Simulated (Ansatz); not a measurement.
# TiH (P6_3/mmc) in Ansatz: convergence with k mesh

Aim: find how far k mesh must go before the results for TiH settle, at PBEsol+U. This setting moves, with any that are tied to it; all else stays.

Program: Ansatz 0.2.0. These are calculated values, not measurements. Logs are shortened: lines on timing, memory, paths and dates and some standing lists are left out, and cuts for length are marked.

### Step 1. The crystal as given

Symmetry: P6_3/mmc, No. 194, hexagonal system. Conventional cell: a = 2.878 Å, b = 2.878 Å, c = 5.263 Å, α = 90.00°, β = 90.00°, γ = 120.00°. Ti (site symmetry -3m) is surrounded by 6 H at 2.12 Å. H (site symmetry -6m2) is surrounded by 6 Ti at 2.12 Å.

The cell comes from a database or a generator and needn't be the stable form of this composition.

### Step 2. With k mesh 3 × 3 × 2

Contents of input.yaml:

```yaml
crystal:
  lattice:
    - [2.8775815179, 0.0, 0.0]
    - [-1.4387907589, 2.4920586959, 0.0]
    - [0.0, 0.0, 5.263294]
  atoms:
    - { symbol: Ti, position: [0.0, 0.0, 0.5] }
    - { symbol: Ti, position: [0.0, 0.0, 0.0] }
    - { symbol: H, position: [0.3333333333, 0.6666666667, 0.25] }
    - { symbol: H, position: [0.6666666667, 0.3333333333, 0.75] }
hamiltonian:
  xc: pbesol
  pseudopotentials: { kind: paw }
  hubbard: { sites: [{ species: Ti, l: d, u_eff: 4.0 }] }
kpoints:
  mp_grid: { grid: [3, 3, 2] }
scf:
  occupations: { method: cold, width: 0.1 }
output:
  forces: true
  stress: true
  eigenvalues: true
```

Potentials or basis: Ansatz PAW.

Launch:

```sh
$ ansatz run input.yaml --threads 2 --pin off --max-ram 5632MiB --backend cpu --events-out ev --progress --plain --runs-dir out
```

Log:

```text
Warning: RAYON_NUM_THREADS=2 ignored (pool sized by the plan → 2); use --threads N
Ti: projections on atomic orbitals take those of the free atom [Ne] 3s2 3p6 3d2 4s2, of charge +0.00 (hamiltonian.pseudopotentials.projection_atoms); the dataset's partial waves leave at most 4.1e-7 of an orbital's norm unspanned inside its sphere
H: projections on atomic orbitals take those of the free atom 1s1, of charge +0.00 (hamiltonian.pseudopotentials.projection_atoms); the dataset's partial waves leave at most 1.2e-11 of an orbital's norm unspanned inside its sphere
Engine: ansatz 0.2.0, aarch64-unknown-linux-gnu
Pseudopotentials: kind: paw
Pseudopotential: Ti, paw, valence charge 12, recommended cutoff 420 eV (normal), Ti.paw.azcp
Pseudopotential: H, paw, valence charge 1, recommended cutoff 420 eV (normal), H.paw.azcp
Functional definition: PBEsol
  exchange = pbesol_x
  correlation = pbesol_c
Crystal: 4 atoms, lattice volume = 37.744 Å³
Basis set: ecut = 420 eV, 725 PW (Γ), exchange–correlation on 40×40×72 points (8 copies of the dense FFT grid, shifted against one another)
Bands: 17, of which v1, the nominal top of the filled ones, is band 13 counted from 1 (12 counted from 0)
Symmetry: 24 space group operations
Space group: P63/mmc (ITA 194), of the structure as read, at distance tolerance 3.4e-5 Å
k-points: 6 of 18
Non-local potential: Ti, projectors of the file, l = 0: 3, l = 1: 2, l = 2: 3, l = 3: 1
Non-local potential: H, projectors of the file, l = 0: 2, l = 1: 1
PAW form: soft (Blöchl's): semilocal exchange-correlation on the pseudo side does not see the compensation charge
PAW frozen core: Ti, regenerated for the run's functional, and the local potential with it (the file was generated under x = pbe(κ = 0.804, μ = 0.2195149727645171), c = pbe(β = 0.06672455060314922))
PAW one-centre angular grid: Ti, 590 points (default); XC on 64 Gauss nodes
PAW one-centre angular grid: H, 110 points (default); XC on 64 Gauss nodes
Initial density: superposition of atomic densities (chi_scale 0.1, normalization cell, long waves of neutral atoms under a Hubbard term (reshape's long-wave potential 0.00 eV rms, cloud 1.91 Å wide))
Initial wavefunctions: pseudopotential atomic-orbital guess
Functional: x = pbesol(κ = 0.804, μ = 0.12345679012345678), c = pbesol(β = 0.046)
SCF iter   1: F=—  HF=-4971.387623 eV  |F-HF|=—  |Δ(HF+E_count)|=         —  Δρ=8.92e-2  dr2=2.57e0  ethr=3.10e-3  ⟨swp⟩=4.2  Hψ=404  notcnv=0
preconditioner: auto → Kerker (q_TF=auto, 2.564 Å⁻¹)  [metal: Δε(μ)=0.059 eV  Ē_g=5.343 eV  σ=0.100 eV  W_gap=0.42  n_scr=10 (ndim 8)  ℏωp=19.1 eV  f_vac=0.000  D(μ)=12.37/eV (n_scr^D=312)]
SCF iter   2: F=—  HF=-4971.667656 eV  |F-HF|=—  |Δ(HF+E_count)|=   2.80e-1  S|Δr|=    0.00e0  Δρ=4.16e-2  dr2=3.49e-1  ethr=3.10e-3  ⟨swp⟩=2.3  Hψ=235  notcnv=0  defer=1
preconditioner: auto → none  [insulator: Δε(μ)=0.364 eV  Ē_g=5.090 eV  σ=0.100 eV  W_gap=0.83  n_scr=10 (ndim 8)  ℏωp=19.1 eV  f_vac=0.000  D(μ)=8.57/eV (n_scr^D=148)  ε∞_Penn≈15.1]
SCF iter   3: F=—  HF=-4972.195349 eV  |F-HF|=—  |Δ(HF+E_count)|=   5.28e-1  S|Δr|=    0.00e0  Δρ=1.75e-2  dr2=1.05e-1  ethr=1.34e-3  ⟨swp⟩=3.2  Hψ=220  notcnv=0  defer=1
SCF iter   4: F=—  HF=-4972.175798 eV  |F-HF|=—  |Δ(HF+E_count)|=   1.96e-2  S|Δr|=    0.00e0  Δρ=2.17e-3  dr2=1.26e-3  ethr=4.05e-4  ⟨swp⟩=3.2  Hψ=235  notcnv=0  defer=2
SCF iter   5: F=—  HF=-4972.176836 eV  |F-HF|=—  |Δ(HF+E_count)|=   1.04e-3  S|Δr|=    0.00e0  Δρ=8.00e-4  dr2=1.97e-4  ethr=4.85e-6  ⟨swp⟩=2.0  Hψ=185  notcnv=0  defer=2
SCF iter   6: F=—  HF=-4972.176826 eV  |F-HF|=—  |Δ(HF+E_count)|=   1.00e-5  S|Δr|=    0.00e0  Δρ=1.86e-4  dr2=9.81e-6  ethr=7.59e-7  ⟨swp⟩=2.2  Hψ=129  notcnv=0  defer=2
SCF iter   7: F=—  HF=-4972.176820 eV  |F-HF|=—  |Δ(HF+E_count)|=   5.99e-6  S|Δr|=    0.00e0  Δρ=1.76e-5  dr2=1.13e-7  ethr=3.77e-8  ⟨swp⟩=2.8  Hψ=174  notcnv=0  defer=2
SCF iter   8: F=-4972.176820 eV  HF=-4972.176820 eV  |F-HF|=6.73e-10  |Δ(HF+E_count)|=   2.25e-8  S|Δr|=    0.00e0  Δρ=2.14e-6  dr2=1.44e-9  ethr=3.85e-10  ⟨swp⟩=5.0  Hψ=370  notcnv=0
SCF 1 converged in 8 iterations: F = -4972.176820 eV  dr2 = 1.44e-9
SCF converged after 8 iterations
Stability not checked: this state was not tested for a lower state beside it, because cold or Methfessel-Paxton smearing, or corrected tetrahedra, fill the levels in a way that the test cannot read (fill_not_monotonic; see scf.lower_state_search)
Free energy (F): -4972.176820 eV
Harris-Foulkes:  -4972.176820 eV  (|F-HF|=6.73e-10)
Internal energy: -4972.171119 eV  (E = F + TS)
E sigma→0 (E₀):  -4972.174920 eV
Entropy (-TS):   -0.005701 eV (-1.425 meV/atom)
Fermi energy:    13.403374 eV
--- Per-component energies (eV) ---
  E_band       = -309.302242
  E_kinetic    = 576.194529
  E_local      = -1671.877350  (includes V_loc(G=0)·N_el)
  E_nonlocal   = 23.059837
  E_hartree    = 686.799376
  E_xc         = -212.910717
  E_vxc        = -268.527398  (∫ρ·V_xc dr)
  E_hubbard    = 7.224991  (on-site DFT+U / exact-exchange correction)
  E_vhub       = 2.042969  (the Hubbard potential's part of the band-sum identity)
  E_paw        = -2047.076013  (= ΣΔE_a)
  E_vpaw       = -343.793130  (= ΣTr[D̂ρ^β])
  E_aug_tail   = -0.002136  (compensation charges beyond the density's cutoff)
  E_ewald      = -2333.862405
  E_core_change = 0.278769  (= ΣΔE_core)
  E_smearing   = -0.005701  (= −TS)
  E_closure    = -0.000000  (closes the sum)
  Σ components = -4972.176820   (vs F -4972.176820, Δ=0.00e0)
--- Forces (eV/Å), atoms counted from 1 ---
  atom   1  Ti    -0.00000000     0.00000000     0.00000000
  atom   2  Ti     0.00000000     0.00000000    -0.00000000
  atom   3  H     -0.00000000    -0.00000000    -0.00000000
  atom   4  H      0.00000000     0.00000000     0.00000000
  max |Σ_I F_I| component: 1.16e-18 eV/Å
--- Stress (GPa, compression-positive) ---
        0.977683      -0.000000      -0.000000
       -0.000000       0.977683      -0.000000
       -0.000000      -0.000000       6.158837
  P = ⅓ Tr σ = 2.7047 GPa (27.047 kbar)
--- Band table (eV; the first three rows and the last of 6) ---
  k-point 0: bands = ["-43.5162", "-43.4003", "-20.1176", "-19.6694", "-19.6694", "-19.5854", "-19.5854", "-19.1921", "3.8321", "7.6224", "10.0765", "11.0896", "14.2409", "14.2409", "14.9061", "14.9061", "15.9451"]
  k-point 1: bands = ["-43.4543", "-43.4543", "-19.6695", "-19.6695", "-19.6272", "-19.6272", "-19.6272", "-19.6272", "5.2160", "5.2160", "11.5433", "11.5433", "14.5594", "14.5594", "14.5594", "14.5594", "16.8490"]
  k-point 2: bands = ["-43.4383", "-43.3161", "-20.1409", "-20.0087", "-20.0086", "-19.7738", "-19.6824", "-19.1417", "6.2617", "7.7601", "11.7219", "11.9341", "12.3040", "14.7746", "15.2108", "16.0126", "16.2748"]
  k-point 5: bands = ["-43.3418", "-43.3418", "-20.0345", "-20.0345", "-20.0286", "-20.0286", "-19.5490", "-19.5490", "8.1975", "8.1975", "12.2620", "12.2620", "13.7415", "13.7415", "14.9352", "14.9352", "15.2403"]
Occupation matrices written to <dir>
```

occupation_matrices:

```text
# The occupation matrices of the corrected shells as a run of Ansatz 0.0.0 ended. An entry of
# hamiltonian.hubbard.sites starts from them by `starting_ns: <path of this file>`, where that key's refused
# combinations let it.
# Free energy -4972.176820 eV.
# projection_atom_Ti: [Ne] 3s2 3p6 3d2 4s2
[... 26 lines left out ...]
  site1_d:
    matrix:
      - [0.6320892484081095, -8.239936510889834e-18, 6.505213034913027e-19, 2.168404344971009e-18, -4.683753385137379e-17]
      - [-9.540979117872439e-18, 0.16364085779418994, 2.168404344971009e-18, -2.113058426150838e-12, -0.07021012550517279]
      - [9.75781955236954e-19, 8.673617379884035e-19, 0.16364085779418994, -0.07021012550517278, 2.1130295863730497e-12]
      - [2.6020852139652106e-18, -2.1130569082677964e-12, -0.07021012550517278, 0.2957504555056471, -1.0408340855860843e-17]
      - [-5.117434254131581e-17, -0.07021012550517279, 2.1130306705752222e-12, -5.204170427930421e-18, 0.2957504555056472]
```

Wall time 0.6 s (2 threads of Arm Neoverse V2, shared host); peak memory 0.26 GiB.

What came out:

```yaml
Free_energy: -4972.1768 eV
Pressure: 2.7 GPa
Band_gap_on_the_k_mesh: none (metal or under the smearing width)
```

### Step 3. With k mesh 4 × 4 × 2

Changes to input.yaml since step 2:

```diff
@@ -15,3 +15,3 @@
 kpoints:
-  mp_grid: { grid: [3, 3, 2] }
+  mp_grid: { grid: [4, 4, 2] }
 scf:
```

Potentials or basis: Ansatz PAW.

Launch:

```sh
$ ansatz run input.yaml --threads 2 --pin off --max-ram 5632MiB --backend cpu --events-out ev --progress --plain --runs-dir out
```

It took 0.66 s on 2 threads of Arm Neoverse V2, shared host; peak memory 0.26 GiB.

What came out:

| Quantity | Value |
| --- | --- |
| Free energy | -4971.9124 eV |
| Pressure | 2.0 GPa |
| Band gap on the k mesh | none (metal or under the smearing width) |

### Step 4. With k mesh 5 × 5 × 3

Changes to input.yaml since step 3:

```diff
@@ -15,3 +15,3 @@
 kpoints:
-  mp_grid: { grid: [4, 4, 2] }
+  mp_grid: { grid: [5, 5, 3] }
 scf:
```

Launch:

```sh
$ ansatz run input.yaml --threads 2 --pin off --max-ram 5632MiB --backend cpu --events-out ev --progress --plain --runs-dir out
```

It took 0.75 s on 2 threads of Arm Neoverse V2, shared host; peak memory 0.26 GiB.

What came out:

- Free energy: -4972.2518 eV
- Pressure: 3.2 GPa
- Band gap on the k mesh: none (metal or under the smearing width)

### Step 5. With k mesh 6 × 6 × 3

Changes to input.yaml since step 4:

```diff
@@ -15,3 +15,3 @@
 kpoints:
-  mp_grid: { grid: [5, 5, 3] }
+  mp_grid: { grid: [6, 6, 3] }
 scf:
```

Launch:

```sh
$ ansatz run input.yaml --threads 2 --pin off --max-ram 5632MiB --backend cpu --events-out ev --progress --plain --runs-dir out
```

Wall time 0.81 s (2 threads of Arm Neoverse V2, shared host); peak memory 0.27 GiB.

What came out:

```
Free energy            : -4972.3629 eV
Pressure               : 3.0 GPa
Band gap on the k mesh : none (metal or under the smearing width)
```

### Step 6. With k mesh 8 × 8 × 4

Changes to input.yaml since step 5:

```diff
@@ -15,3 +15,3 @@
 kpoints:
-  mp_grid: { grid: [6, 6, 3] }
+  mp_grid: { grid: [8, 8, 4] }
 scf:
```

Potentials or basis: Ansatz PAW.

Launch:

```sh
$ ansatz run input.yaml --threads 2 --pin off --max-ram 5632MiB --backend cpu --events-out ev --progress --plain --runs-dir out
```

Wall time 1.3 s (2 threads of Arm Neoverse V2, shared host); peak memory 0.3 GiB.

The run converged. Its results:

| Quantity | Value |
| --- | --- |
| Free energy | -4972.2541 eV |
| Pressure | 3.9 GPa |
| Band gap on the k mesh | none (metal or under the smearing width) |

### Step 7. With k mesh 10 × 10 × 5

Changes to input.yaml since step 6:

```diff
@@ -15,3 +15,3 @@
 kpoints:
-  mp_grid: { grid: [8, 8, 4] }
+  mp_grid: { grid: [10, 10, 5] }
 scf:
```

Launch:

```sh
$ ansatz run input.yaml --threads 2 --pin off --max-ram 5632MiB --backend cpu --events-out ev --progress --plain --runs-dir out
```

Wall time 1.5 s (2 threads of Arm Neoverse V2, shared host); peak memory 0.32 GiB.

Results (log left out):

```yaml
Free_energy: -4972.3133 eV
Pressure: 3.1 GPa
Band_gap_on_the_k_mesh: none (metal or under the smearing width)
```

### Step 8. With k mesh 12 × 12 × 6

Changes to input.yaml since step 7:

```diff
@@ -15,3 +15,3 @@
 kpoints:
-  mp_grid: { grid: [10, 10, 5] }
+  mp_grid: { grid: [12, 12, 6] }
 scf:
```

Launch:

```sh
$ ansatz run input.yaml --threads 2 --pin off --max-ram 5632MiB --backend cpu --events-out ev --progress --plain --runs-dir out
```

It took 2.7 s on 2 threads of Arm Neoverse V2, shared host; peak memory 0.35 GiB.

Results (log left out):

* Free energy: -4972.2791 eV
* Pressure: 3.9 GPa
* Band gap on the k mesh: none (metal or under the smearing width)

### Step 9. With k mesh 15 × 15 × 7

Changes to input.yaml since step 8:

```diff
@@ -15,3 +15,3 @@
 kpoints:
-  mp_grid: { grid: [12, 12, 6] }
+  mp_grid: { grid: [15, 15, 7] }
 scf:
```

Potentials or basis: Ansatz PAW.

Launch:

```sh
$ ansatz run input.yaml --threads 2 --pin off --max-ram 5632MiB --backend cpu --events-out ev --progress --plain --runs-dir out
```

It took 3.3 s on 2 threads of Arm Neoverse V2, shared host; peak memory 0.38 GiB.

The run converged. Its results:

```
Free energy            : -4972.3010 eV
Pressure               : 3.1 GPa
Band gap on the k mesh : none (metal or under the smearing width)
```

### Step 10. With k mesh 17 × 17 × 8

Changes to input.yaml since step 9:

```diff
@@ -15,3 +15,3 @@
 kpoints:
-  mp_grid: { grid: [15, 15, 7] }
+  mp_grid: { grid: [17, 17, 8] }
 scf:
```

Launch:

```sh
$ ansatz run input.yaml --threads 2 --pin off --max-ram 5632MiB --backend cpu --events-out ev --progress --plain --runs-dir out
```

Run time: 4.7 s. Hardware: 2 threads of Arm Neoverse V2, shared host; peak memory 0.43 GiB.

Results (log left out):

```yaml
Free_energy: -4972.2850 eV
Pressure: 3.7 GPa
Band_gap_on_the_k_mesh: none (metal or under the smearing width)
```

### Step 11. Result

| k mesh | energy less the tightest run, at zero smearing (meV/atom) | pressure (GPa) | SCF cycles | CPU time (s) | peak memory (GiB) |
| --- | --- | --- | --- | --- | --- |
| 3 × 3 × 2 | 27.51 | 2.70 | 8 | 1 | 0.26 |
| 4 × 4 × 2 | 92.94 | 1.99 | 8 | 1.1 | 0.26 |
| 5 × 5 × 3 | 8.66 | 3.17 | 9 | 1.3 | 0.26 |
| 6 × 6 × 3 | -19.29 | 3.01 | 8 | 1.4 | 0.27 |
| 8 × 8 × 4 | 7.76 | 3.91 | 9 | 2.4 | 0.3 |
| 10 × 10 × 5 | -7.11 | 3.05 | 8 | 2.7 | 0.32 |
| 12 × 12 × 6 | 1.42 | 3.90 | 8 | 5.1 | 0.35 |
| 15 × 15 × 7 | -3.95 | 3.08 | 8 | 6.3 | 0.38 |
| 17 × 17 × 8 | 0.00 | 3.69 | 8 | 9.2 | 0.43 |

Not settled before the last step: the energy (to 1 meV/atom), the pressure (to 0.1 GPa). Meshes of other sizes hit other points, so gaps and Fermi surfaces needn't settle smoothly. The tightest run that finished is the yardstick and may itself not be fully converged.

Caveats: U without spin polarisation on a metal has little footing; the PAW data sets come from PBE, with cores solved anew for the run's functional, which leaves a small shift of forces and pressure; the U is typed as a test and isn't derived for this compound.
